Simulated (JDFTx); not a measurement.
Crystal: Au.

```
CELL_PARAMETERS angstrom
0.00000 2.03500 2.03500
2.03500 0.00000 2.03500
2.03500 2.03500 0.00000
ATOMIC_POSITIONS crystal
Au 0.00000 0.00000 0.00000
```

| Item | Value |
| --- | --- |
| Program | JDFTx 1.7.0 (patched build) |
| Task | single point |
| Functional | PBEsol |
| Potentials or basis | PseudoDojo-SR-PBEsol-0.4.1-standard with smoothed tails |
| Cutoff | 1034 eV |
| Density cutoff | 4136 eV |
| k mesh | 11 × 11 × 11 |
| Occupations | fermi-dirac, width 0.05 eV |
| Spin | no spin polarisation |

On this cell: pressure 1.2 GPa; band gap on the k mesh none (metal or under the smearing width).

The same run follows on a disturbed copy (cell strained at random at fixed volume):

```
Au
1.0
     0.05952    2.03278    2.02390
     2.06284    0.03015    2.05328
     2.07413    2.07344    0.01886
Au
1
Direct
  0.99810 0.99583 0.01853
```

**Question.** What does the disturbed cell give?

**Answer.** The energy (extrapolated to zero smearing) moves by +5.9 meV/atom; pressure 1.5 GPa; band gap on the k mesh none (metal or under the smearing width).

Stress tensor (GPa, compression positive):
```
 1.57 -1.97 -1.44
-1.97  1.41  0.23
-1.44  0.23  1.37
```
